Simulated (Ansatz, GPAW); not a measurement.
# Ballistic transport through biphenyl-4,4'-dithiol between two Ir chains, from relaxation to T(E), part 4 of 4

Wanted: T(E) of biphenyl-4,4'-dithiol between two Ir chains at a relaxed geometry in two programs, beside the unrelaxed structure.

GPAW 26.7.0 and Ansatz 0.2.0; Ansatz plane waves; relaxation of the junction with the lead ends held; PAW set soft_1 (the session's first sound run).

So far. Step 6 (GPAW, sz: basis = "sz(dzp)"): The conductance, 0.655 G₀, lies 6.3 % below that of the dzp run. Step 7 (LDA in the dzp basis: xc = "LDA"): The conductance, 0.734 G₀, lies 4.9 % above that of the dzp run.

**8. The structure as built: geometry = "as built"**

Level of this step: GPAW LCAO, PAW setups; Landauer transmission from Green's functions with principal layers (ASE), zero bias (GPAW).

The dzp basis with PBE on the structure as first built shows what the relaxation was worth.

The input, run.py:

```python
import json
import numpy as np
from ase import Atoms
from ase.transport.calculators import TransportCalculator
from gpaw import GPAW, FermiDirac
from gpaw.lcao.tools import get_lcao_hamiltonian
from scipy.linalg import eigh

# The junction with lead layers at both ends, along the third cell vector
device = Atoms(
    ['Ir', 'Ir', 'Ir', 'Ir', 'Ir', 'Ir', 'Ir', 'Ir', 'S', 'H', 'C', 'H', 'C', 'C', 'C', 'C', 'H', 'C', 'H', 'H', 'C', 'C', 'H', 'C', 'C', 'H', 'C', 'C', 'H', 'S', 'Ir', 'Ir', 'Ir', 'Ir', 'Ir', 'Ir', 'Ir', 'Ir'],
    positions=[
        [6.25172, 5.40704, 1.15000],
        [6.25172, 5.40704, 3.45000],
        [6.25172, 5.40704, 5.75000],
        [6.25172, 5.40704, 8.05000],
        [6.25172, 5.40704, 10.35000],
        [6.25172, 5.40704, 12.65000],
        [6.25172, 5.40704, 14.95000],
        [6.25172, 5.40704, 17.25000],
        [4.33487, 5.17880, 18.67603],
        [6.53159, 6.30541, 20.24111],
        [4.84753, 4.95276, 20.36374],
        [3.25000, 3.57423, 20.82971],
        [5.95952, 5.62735, 20.86931],
        [4.12244, 4.10593, 21.20250],
        [6.34854, 5.44634, 22.20161],
        [4.51276, 3.92727, 22.53445],
        [7.21311, 5.99288, 22.57404],
        [5.63292, 4.59313, 23.05712],
        [3.93662, 3.25000, 23.16223],
        [8.08171, 3.83937, 23.99701],
        [6.04246, 4.40568, 24.45839],
        [7.35227, 4.01927, 24.78453],
        [4.11213, 4.91206, 25.29948],
        [5.13488, 4.60532, 25.51121],
        [7.74225, 3.84027, 26.11654],
        [8.76295, 3.53396, 26.33371],
        [5.52302, 4.42838, 26.84431],
        [6.83055, 4.05004, 27.15157],
        [4.79049, 4.58768, 27.63149],
        [7.33717, 3.81128, 28.83938],
        [6.25172, 5.40704, 30.26605],
        [6.25172, 5.40704, 32.56605],
        [6.25172, 5.40704, 34.86605],
        [6.25172, 5.40704, 37.16605],
        [6.25172, 5.40704, 39.46605],
        [6.25172, 5.40704, 41.76605],
        [6.25172, 5.40704, 44.06605],
        [6.25172, 5.40704, 46.36605]],
    cell=[[12.50344, 0.0, 0.0], [0.0, 10.81407, 0.0], [0.0, 0.0, 47.51605]],
    pbc=True)

# One principal layer of the lead: the first 5 atoms of the device
lead = Atoms(
    ['Ir', 'Ir', 'Ir', 'Ir', 'Ir'],
    positions=[
        [6.25172, 5.40704, 1.15000],
        [6.25172, 5.40704, 3.45000],
        [6.25172, 5.40704, 5.75000],
        [6.25172, 5.40704, 8.05000],
        [6.25172, 5.40704, 10.35000]],
    cell=[[12.50344, 0.0, 0.0], [0.0, 10.81407, 0.0], [0.0, 0.0, 11.5]],
    pbc=True)

settings = dict(mode='lcao', basis='dzp', xc='PBE', h=0.2,
                occupations=FermiDirac(0.1), maxiter=250,
                mixer=dict(beta=0.1, nmaxold=8, weight=100.0),
                convergence=dict(density=0.0001))
energies = np.arange(-2, 2 + 1e-9, 0.025)
eta = 0.0001
n1, n2 = 1, 1
# k and -k transmit alike, so half of the mesh across the current serves
mesh = [(i, j) for i in range(n1) for j in range(n2) if (i, j) <= (-i % n1, -j % n2)]
weights = np.array([1 if (i, j) == (-i % n1, -j % n2) else 2 for i, j in mesh]) / (n1 * n2)

# [... helper functions left out ...]
fermi_lead = ground_state(lead, (1, 1, 10), 'lead.txt')
fermi_device = ground_state(device, (1, 1, 2), 'device.txt')
# [... loop over the mesh left out, but for ...]
        # Shift the lead onto the potential of the device's first layer
        shift = ((H[:, 0, 0] - H0[:, 0, 0]) / S0[0, 0]).real.mean()
# [...]
kT = 8.617333e-5 * 300
bias = [0.1, 0.2, 0.5, 1.0, 1.5, 2.0]
# [... integrals and printing left out ...]
```

On the command line:

```console
$ OMP_NUM_THREADS=1 OPENBLAS_NUM_THREADS=1 python run.py
```

Numbers of over 12 decimals in the logs are rounded to 6 here.

Log:

```text
basis functions: device 654, principal layer 135
Fermi level: lead -4.4863 eV, device -4.2145 eV; lead shifted by -0.0104 eV
largest coupling past the next layer 1.48e-06 eV, largest misfit of the first layer 0.190 eV
  E-E_F (eV)   T (one spin)  [channel counts left out]
    -2.000    3.0566e-01
    -1.975    1.8502e-01
    -1.950    5.1185e-01
[...]
1.975    9.2130e-03
     2.000    7.6815e-03
conductance at 300 K: 0.43188 G0 a cell; thermopower -17.1 uV/K
current from the zero-bias T(E) at 0.1 V: 3.3016 uA
current from the zero-bias T(E) at 0.2 V: 6.1303 uA
current from the zero-bias T(E) at 0.5 V: 9.7441 uA
current from the zero-bias T(E) at 1.0 V: 12.521 uA
current from the zero-bias T(E) at 1.5 V: 14.911 uA
current from the zero-bias T(E) at 2.0 V: 17.766 uA
```

Elapsed: 17 min, on 1 thread of Arm Neoverse N1, shared host; peak memory 2.6 GiB.

Numbers from this step:

```
conductance                                    : 0.4319 G₀
largest coupling past the next principal layer : 1.48e-6 eV
largest misfit of the first principal layer    : 0.1904 eV
shift that aligns the lead                     : -0.01038 eV
transmission at the Fermi level (one spin)     : 0.4394
```

One spin. Transmission, zone mean against energy, zero at the Fermi level:

```
energy (eV)  transmission, zone mean
     -2.000                    0.306
     -1.950                    0.512
     -1.800                    0.325
     -1.625                    0.995
     -1.600                    0.971
     -1.400                    0.643
     -1.350                    0.884
     -1.200                    0.351
     -1.000                    0.180
     -0.800                    0.125
     -0.600                    0.115
     -0.400                    0.130
     -0.200                    0.164
      0.000                    0.439
      0.075                    0.902
      0.200                   0.0309
      0.400                   0.0102
      0.600                  0.00678
      0.800                  0.00527
      1.000                  0.00497
      1.200                  0.00483
      1.400                  0.00520
      1.600                  0.00629
      1.800                  0.00922
      2.000                  0.00768
```

The conductance, 0.432 G₀, lies 38 % below that of the dzp run.

**9. All levels side by side**

Times are wall times on the hardware named with each run. Results by setting:

```
no.      run  conductance (G₀)     time  memory (GiB)
  1   pw PBE            0.7162    8.6 h           7.0
  2      dzp            0.6994   16 min           2.6
  3      szp            0.7285  9.9 min           2.5
  4       sz            0.6552  7.4 min           2.4
  5  dzp LDA            0.7336   15 min           2.6
  6  asbuilt            0.4319   17 min           2.6
```

**10. The levels side by side**

The curves are compared point by point over the common energies.

This step: comparison of transmission and cost over codes, levels and geometry; PAW set soft_1 (GPAW 26.7.0).

Ladder, by row:

```
   step    code  T at the Fermi level (sum over the listed spins)  conductance (G0)  r.m.s. T(E) from the first  wall time (s)  peak memory (GiB)  threads
 pw-pbe  Ansatz                                            0.7927            0.7162                           0          30827              7.026        4
    dzp    GPAW                                            0.7553            0.6994                     0.06562          933.5               2.56        1
    szp    GPAW                                            0.7915            0.7285                      0.1824          591.6               2.47        1
     sz    GPAW                                            0.7283            0.6552                      0.2032          441.3               2.38        1
dzp-LDA    GPAW                                            0.7898            0.7336                     0.08378          917.8               2.56        1
asbuilt    GPAW                                            0.4394            0.4319                      0.2672           1023               2.56        1
```

The transmission, zone mean, sum over the listed spins by energy, zero at the Fermi level:

```
energy (eV)   pw-pbe      dzp      szp       sz  dzp-LDA  asbuilt
     -2.000    0.954    0.983    0.983    0.967    0.976    0.306
     -1.900     1.00    0.997    0.998    0.957    0.998    0.190
     -1.875     1.00    0.990    0.998    0.946    0.996    0.211
     -1.800    0.965    0.922    0.991    0.859    0.945    0.325
     -1.700    0.750    0.715    0.994    0.535    0.754    0.711
     -1.600    0.462    0.498    0.929    0.184    0.539    0.971
     -1.500    0.484    0.586    0.396   0.0720    0.621    0.656
     -1.400    0.573    0.779    0.127   0.0285    0.814    0.643
     -1.350    0.979    0.971   0.0649   0.0170    0.982    0.884
     -1.300    0.512    0.592   0.0259  0.00793    0.612    0.537
     -1.200   0.0781   0.0703  0.00768  0.00333   0.0750    0.351
     -1.100   0.0382   0.0272  0.00457  0.00221   0.0281    0.293
     -1.000  0.00454   0.0222  0.00470  0.00220   0.0226    0.180
     -0.900   0.0462   0.0269  0.00727  0.00323   0.0269    0.139
     -0.800   0.0576   0.0338   0.0115  0.00508   0.0334    0.125
     -0.700   0.0654   0.0384   0.0161  0.00750   0.0380    0.116
     -0.600   0.0717   0.0410   0.0200   0.0104   0.0404    0.115
     -0.500   0.0801   0.0455   0.0251   0.0132   0.0442    0.119
     -0.400   0.0989   0.0589   0.0387   0.0204   0.0571    0.130
     -0.300    0.151   0.0974   0.0793   0.0451   0.0965    0.131
     -0.200    0.288    0.206    0.206    0.134    0.211    0.164
     -0.100    0.544    0.469    0.535    0.437    0.491    0.306
      0.000    0.793    0.755    0.792    0.728    0.790    0.439
      0.025    0.797    0.773    0.782    0.713    0.808    0.494
      0.100    0.331    0.384    0.373    0.339    0.445    0.175
      0.200    0.199    0.212    0.216    0.181    0.243   0.0309
      0.300    0.284    0.367    0.412    0.358    0.453   0.0156
      0.400    0.610    0.741    0.626    0.424    0.808   0.0102
      0.450    0.715    0.665    0.412    0.217    0.637  0.00876
      0.500    0.590    0.340    0.167   0.0815    0.268  0.00769
      0.600    0.108   0.0402   0.0249   0.0139   0.0296  0.00678
      0.700   0.0169  0.00769  0.00631  0.00408  0.00605  0.00558
      0.800  0.00438  0.00243  0.00247  0.00177  0.00200  0.00527
      0.900  0.00164  0.00106  0.00131  0.00103   9.1e-4  0.00528
      1.000   8.0e-4   5.9e-4   8.8e-4   7.4e-4   5.2e-4  0.00497
      1.100   4.7e-4   3.9e-4   7.1e-4   6.5e-4   3.5e-4  0.00483
      1.200   3.3e-4   3.0e-4   6.7e-4   6.7e-4   2.8e-4  0.00483
      1.300   2.6e-4   2.6e-4   7.5e-4   8.3e-4   2.5e-4  0.00495
      1.400   2.4e-4   2.5e-4   9.8e-4  0.00124   2.4e-4  0.00520
      1.500   2.4e-4   2.6e-4  0.00153  0.00237   2.6e-4  0.00563
      1.600   2.6e-4   3.0e-4  0.00293  0.00660   3.1e-4  0.00629
      1.700   3.1e-4   3.6e-4  0.00746   0.0472   3.7e-4  0.00736
      1.750   3.5e-4   3.9e-4   0.0141    0.566   4.0e-4  0.00815
      1.800   4.1e-4   4.1e-4   0.0332    0.117   4.1e-4  0.00922
      1.900   5.4e-4   2.6e-4    0.750  0.00541   1.9e-4   0.0140
      2.000   6.5e-4   9.3e-6   2.7e-5   1.7e-7   8.5e-6  0.00768
```

**11. Grid spacing 0.25**

The real-space grid carries density and potential; a coarse one breaks translation symmetry along the lead and scatters electrons that should pass.

This step: GPAW LCAO, PAW setups; Landauer transmission from Green's functions with principal layers (ASE), zero bias (GPAW 26.7.0).

run.py, as its differences from that of step 8:

```diff
@@ -18,28 +18,28 @@
         [6.25172, 5.40704, 12.65000],
-        [6.25172, 5.40704, 14.95000],
-        [6.25172, 5.40704, 17.25000],
-        [4.33487, 5.17880, 18.67603],
-        [6.53159, 6.30541, 20.24111],
-        [4.84753, 4.95276, 20.36374],
-        [3.25000, 3.57423, 20.82971],
-        [5.95952, 5.62735, 20.86931],
-        [4.12244, 4.10593, 21.20250],
-        [6.34854, 5.44634, 22.20161],
-        [4.51276, 3.92727, 22.53445],
-        [7.21311, 5.99288, 22.57404],
-        [5.63292, 4.59313, 23.05712],
-        [3.93662, 3.25000, 23.16223],
-        [8.08171, 3.83937, 23.99701],
-        [6.04246, 4.40568, 24.45839],
-        [7.35227, 4.01927, 24.78453],
-        [4.11213, 4.91206, 25.29948],
-        [5.13488, 4.60532, 25.51121],
-        [7.74225, 3.84027, 26.11654],
-        [8.76295, 3.53396, 26.33371],
-        [5.52302, 4.42838, 26.84431],
-        [6.83055, 4.05004, 27.15157],
-        [4.79049, 4.58768, 27.63149],
-        [7.33717, 3.81128, 28.83938],
-        [6.25172, 5.40704, 30.26605],
-        [6.25172, 5.40704, 32.56605],
+        [5.27450, 4.45901, 14.50985],
+        [5.88613, 4.85331, 16.67569],
+        [4.87847, 4.26175, 18.52362],
+        [7.56344, 4.95975, 19.95179],
+        [5.46887, 4.45740, 20.21271],
+        [3.46335, 3.97170, 20.87047],
+        [6.76837, 4.75786, 20.66944],
+        [4.47627, 4.21783, 21.19169],
+        [7.05307, 4.78968, 22.03612],
+        [4.76823, 4.27038, 22.55132],
+        [8.07097, 5.03464, 22.34245],
+        [6.07027, 4.54426, 23.02733],
+        [3.97047, 4.04846, 23.26102],
+        [8.43056, 3.84909, 24.25182],
+        [6.38430, 4.53369, 24.48286],
+        [7.65628, 4.14575, 24.96030],
+        [4.43667, 5.20777, 25.16492],
+        [5.42808, 4.87245, 25.47274],
+        [7.94280, 4.07456, 26.32026],
+        [8.92953, 3.74012, 26.64307],
+        [5.70907, 4.82206, 26.83973],
+        [6.97644, 4.40798, 27.29833],
+        [4.93561, 5.09961, 27.55590],
+        [7.55103, 4.17380, 28.98714],
+        [6.59058, 4.83200, 30.83759],
+        [7.16134, 4.39623, 33.00615],
         [6.25172, 5.40704, 34.86605],
@@ -65,3 +65,3 @@
 
-settings = dict(mode='lcao', basis='dzp', xc='PBE', h=0.2,
+settings = dict(mode='lcao', basis='dzp', xc='PBE', h=0.25,
                 occupations=FermiDirac(0.1), maxiter=250,
```

Log:

```text
basis functions: device 654, principal layer 135
Fermi level: lead -4.4863 eV, device -4.1105 eV; lead shifted by -0.0035 eV
largest coupling past the next layer 1.48e-06 eV, largest misfit of the first layer 0.106 eV
  E-E_F (eV)   T (one spin)  [channel counts left out]
    -2.000    9.8327e-01
    -1.975    9.9041e-01
    -1.950    9.9566e-01
    -1.925    9.9827e-01
    -1.900    9.9709e-01
    -1.875    9.9048e-01
    -1.850    9.7672e-01
    -1.825    9.5406e-01
    -1.800    9.2160e-01
    -1.775    8.7951e-01
    -1.750    8.2924e-01
    -1.725    7.7297e-01
    -1.700    7.1348e-01
    -1.675    6.5298e-01
    -1.650    5.9341e-01
    -1.625    5.3774e-01
[...]
1.825    4.0996e-04
     1.850    3.9068e-04
     1.875    3.4716e-04
     1.900    2.6594e-04
     1.925    1.2068e-04
     1.950    1.4045e-05
     1.975    1.0843e-05
     2.000    9.3002e-06
conductance at 300 K: 0.6994 G0 a cell; thermopower -5.302 uV/K
current from the zero-bias T(E) at 0.1 V: 5.2567 uA
current from the zero-bias T(E) at 0.2 V: 9.5778 uA
current from the zero-bias T(E) at 0.5 V: 16.363 uA
current from the zero-bias T(E) at 1.0 V: 27.631 uA
current from the zero-bias T(E) at 1.5 V: 30.134 uA
current from the zero-bias T(E) at 2.0 V: 30.737 uA
```

It took 13 min on 1 thread; peak memory 1.6 GiB.

The run finished with changed settings (h = 0.25); it serves as a test.

The two runs compared:

```
                                           quantity    this run   sound run  difference
                                   conductance (G₀)     0.69940     0.69941     -5.8e-6
largest coupling past the next principal layer (eV)    1.484e-6    1.484e-6     1.2e-10
   largest misfit of the first principal layer (eV)     0.10643     0.10627      1.6e-4
                    shift that aligns the lead (eV)  -0.0035275  -0.0033140     -2.1e-4
         transmission at the Fermi level (one spin)     0.75477     0.75530     -5.3e-4
```

**12. Outcome**

```json
{"conductance": "0.699 G₀", "transmission at the Fermi level, mean of the spins": "0.755"}
```

What this shows: In the dzp basis the junction conducts 0.699 G₀ at 300 K, with T = 0.755 a spin at the Fermi level; the sz basis reaches that conductance within 10 %. Relaxation moved atoms by up to 1.7 Å and took the conductance from 0.432 to 0.699 G₀, as a ratio a larger change than the step from dzp to the minimal basis. Plane waves (PBE) give T = 0.793 there. At the Fermi level one eigenchannel carries the current (0.76). Measured against the first run (pw-pbe), the nearest curve is that of dzp (r.m.s. 0.066) and the farthest that of asbuilt (0.27). Over the compared runs wall time goes from 441 s (sz) to 30827 s (pw-pbe), on a shared host; the plane-wave run used 4 threads and the orbital runs 1. Moves of this size go well beyond a change of bond lengths: the free chain atoms or the scatterer took up a new arrangement, and the name in the title describes the start. The leads kept an estimated spacing and the cell its length, so the junction may be under some tension or compression. The run had no spin polarisation, so a magnetic state, which chains and small molecules with open shells often have, wasn't tested. Spin-orbit coupling is left out, which matters for the heavy atoms here. Semilocal functionals put molecular levels too near the Fermi level, so such conductances usually come out too high, and chain electrodes have a sharper density of states than real ones. An evenly spaced straight chain is an idealisation: free chains tend to dimerise, zigzag or, where a band edge lies near the Fermi level, turn magnetic. The currents use the zero-bias T(E) throughout, which holds only while the bias is small against the distance to the nearest feature. Within about eight thermal energies of the Fermi level ln T(E) bends sharply from one computed energy to the next, or the lead's channel count changes, so the thermal averages, above all the thermopower, rest on an interpolation that may be rough.

[Logs are printed without paths, hosts, clocks, repeated set-up lines and the standing remarks that a program may print on its own settings, such as how far it seeks lower states.]

[Hosts, paths, dates, database ids (printed as entryN), source tags and the programs' standing remarks are cut or masked in the printed files.]
